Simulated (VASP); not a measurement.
Write the native input for VASP 6.6.1 that does the following.

* Task: single point
* Functional: HSE06
* Potentials or basis: VASP PAW PBE potentials, release 64 (W_sv, Si)
* Cutoff: 350 eV
* k mesh: 2 × 2 × 2
* Occupations: gaussian, width 0.03 eV
* Spin: collinear spin, ferromagnetic start
* Starting moments: [2.0, 0.0, 0.0, 0.0, 0.0, 0.0, 0.0, 0.0, 0.0, 0.0, 0.0, 0.0, 0.0, 0.0, 0.0, 0.0, 0.0, 0.0, 0.0, 0.0, 0.0, 0.0, 0.0, 0.0] μB
* Fixed moment: 2 μB
* Dq: 0
* Grid for exact exchange (PRECFOCK): Fast
* Screening parameter: 0.2 1/A
* Further INCAR settings: LREAL = Auto; ALGO = Damped; EDIFF = 0.0001; NBANDS = 75; ISYM = -1

Crystal: Si23W (a cell with a defect).

```
W Si
1.0
     0.00000    8.15550    8.15550
     5.43700    0.00000    5.43700
     5.43700    5.43700    0.00000
W Si
1 23
Direct
  0.99664 0.99965 0.00024
  0.99977 0.99776 0.50120
  0.99912 0.50131 0.99800
  0.99897 0.50093 0.50189
  0.33262 0.00254 0.99973
  0.33741 0.99934 0.49576
  0.33685 0.49789 0.99768
  0.33318 0.50090 0.49885
  0.66845 0.99901 0.99722
  0.66460 0.99978 0.50448
  0.66350 0.50702 0.99848
  0.66666 0.50007 0.49886
  0.08428 0.12782 0.12786
  0.08807 0.12664 0.61370
  0.08748 0.61286 0.12770
  0.08400 0.62426 0.62458
  0.42008 0.12333 0.12131
  0.41508 0.12653 0.62634
  0.41407 0.62922 0.12466
  0.41696 0.62493 0.62338
  0.73747 0.13389 0.13139
  0.75084 0.12574 0.62339
  0.75023 0.62520 0.12440
  0.74935 0.62514 0.62402
```

One way to write it, as run:

POSCAR

```
Si23W                                   
1.0
    0.0000000000      8.1555000000      8.1555000000
    5.4370000000      0.0000000000      5.4370000000
    5.4370000000      5.4370000000      0.0000000000
  W               Si            
     1    23
Direct
     0.9966438255827125    0.9996477211641478    0.0002376096677904
     0.9997744247819077    0.9977597975747274    0.5012047755319282
     0.9991184487950051    0.5013059671884338    0.9979999023196786
     0.9989738150117535    0.5009270482374770    0.5018918798165855
     0.3326225033589150    0.0025413087418262    0.9997324278758958
     0.3374129569144500    0.9993378502511242    0.4957577781268830
     0.3368514806718652    0.4978930060798669    0.9976758178213150
     0.3331818080102000    0.5008985421393943    0.4988515756986732
     0.6684518646928311    0.9990123639369027    0.9972179398286187
     0.6645964962409789    0.9997841742740172    0.5044755401890672
     0.6635010056189222    0.5070179502295380    0.9984808244134843
     0.6666581698332954    0.5000714525578626    0.4988589297515706
     0.0842799406416873    0.1278164381650687    0.1278598631261811
     0.0880728336790308    0.1266384211404942    0.6136958628468956
     0.0874792600740495    0.6128596016731072    0.1276968896290024
     0.0840038521914581    0.6242585915966570    0.6245754342470633
     0.4200822835743164    0.1233333823096657    0.1213123654876873
     0.4150821268166127    0.1265262867598459    0.6263448831433671
     0.4140734972112492    0.6292164095633810    0.1246554301344848
     0.4169616488784539    0.6249267229626271    0.6233796999309008
     0.7374715640844688    0.1338872544916418    0.1313940744461554
     0.7508379000109118    0.1257432496360379    0.6233873333493679
     0.7502323324859349    0.6251988246080120    0.1243951082756997
     0.7493499608389900    0.6251366347181566    0.6240190543417118
```

INCAR.step1

```
ALGO = Normal
EDIFF = 1E-5
ENCUT = 350
GGA = PE
ISIF = 2
ISMEAR = 0
ISPIN = 2
ISYM = -1
LASPH = True
LCHARG = False
LMAXMIX = 4
LORBIT = 11
LREAL = Auto
LWAVE = True
MAGMOM = 2 0 0 0 0 0 0 0 0 0 0 0 0 0 0 0 0 0 0 0 0 0 0 0
NBANDS = 75
NELM = 70
NKRED = 2
NUPDOWN = 2
PREC = Accurate
SIGMA = 0.03
TIME = 0.4
```

INCAR.step2

```
ALGO = Damped
EDIFF = 1E-4
ENCUT = 350
GGA = PE
HFSCREEN = 0.2
ISIF = 2
ISMEAR = 0
ISPIN = 2
ISTART = 1
ISYM = -1
LASPH = True
LCHARG = False
LHFCALC = True
LMAXMIX = 4
LORBIT = 11
LREAL = Auto
LWAVE = False
MAGMOM = 2 0 0 0 0 0 0 0 0 0 0 0 0 0 0 0 0 0 0 0 0 0 0 0
NBANDS = 75
NELM = 70
NKRED = 2
NUPDOWN = 2
PREC = Accurate
PRECFOCK = Fast
SIGMA = 0.03
TIME = 0.4
```

KPOINTS

```
k-points
0
Gamma
  2 2 2
```

Potentials or basis: VASP PAW PBE potentials, release 64 (W_sv, Si).

Command:

```console
$ cat potpaw_PBE.64/W_sv/POTCAR potpaw_PBE.64/Si/POTCAR > POTCAR
$ cp INCAR.step1 INCAR
$ mpirun -np 1 vasp_std > vasp.out
$ cp INCAR.step2 INCAR
$ mpirun -np 1 vasp_std > vasp.out
```

Results of the run:

```yaml
Pressure: 0.8 GPa
Largest_force: 0.145 eV/Å
Net_moment: 2.00 μB per cell
Site_moments: W +1.35; Si +0.02, +0.01, -0.00, -0.02, +0.00, -0.03 μB
Valence_electrons_inside_the_program's_atomic_spheres: W 12.09; Si 1.72, 1.73, 1.76, 1.77
```

Caveat: the k mesh is coarse (spacing up to 0.50 Å⁻¹), so the values aren't converged, least of all with exact exchange; the PAW data sets were made with another functional, which shifts forces and pressure a little; the total moment is fixed, so each spin has its own Fermi level.

It took 30 min on 1 thread of Intel(R) Xeon(R) Platinum 8559C (Emerald Rapids), with other jobs on the host, peak memory 1.1 GiB.
